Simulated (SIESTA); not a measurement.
The system is In2O3.

```
In O
1.0
     2.74350    1.58396    4.83667
    -2.74350    1.58396    4.83667
     0.00000   -3.16792    4.83667
In O
4 6
Direct
  0.85731 0.85731 0.85731
  0.64269 0.64269 0.64269
  0.14269 0.14269 0.14269
  0.35731 0.35731 0.35731
  0.04800 0.75000 0.45200
  0.75000 0.45200 0.04800
  0.45200 0.04800 0.75000
  0.95200 0.25000 0.54800
  0.25000 0.54800 0.95200
  0.54800 0.95200 0.25000
```

Base run:

* Program: SIESTA 5.4.2
* Functional: LDA
* Potentials or basis: PseudoDojo 0.4 standard (LDA files)
* Basis: DZP (energy shift 0.003 Ry; two zetas on semicore shells)
* Grid cutoff: 800 Ry
* Energy shift: 0.003 Ry
* k mesh: 6 × 6 × 6
* Occupations: fermi-dirac, width 0.05 eV
* Spin: no spin polarisation

Its results: band gap on the k mesh 1.13 eV, indirect (least direct gap 1.23 eV); pressure 0.3 GPa; largest force 0.263 eV/Å.

Question: The run is repeated on the same cell with these changes: functional from LDA to PBEsol; potentials or basis from PseudoDojo 0.4 standard (LDA files) to PseudoDojo 0.4 standard (PBEsol files). What comes out?

Answer: Band gap on the k mesh 1.14 eV, indirect (least direct gap 1.23 eV); pressure 6.0 GPa; largest force 0.254 eV/Å.

Caveats: spin-orbit coupling is left out, which moves the levels of the heavy elements; the basis of atomic orbitals isn't converged, which shifts pressures, moduli and gaps.
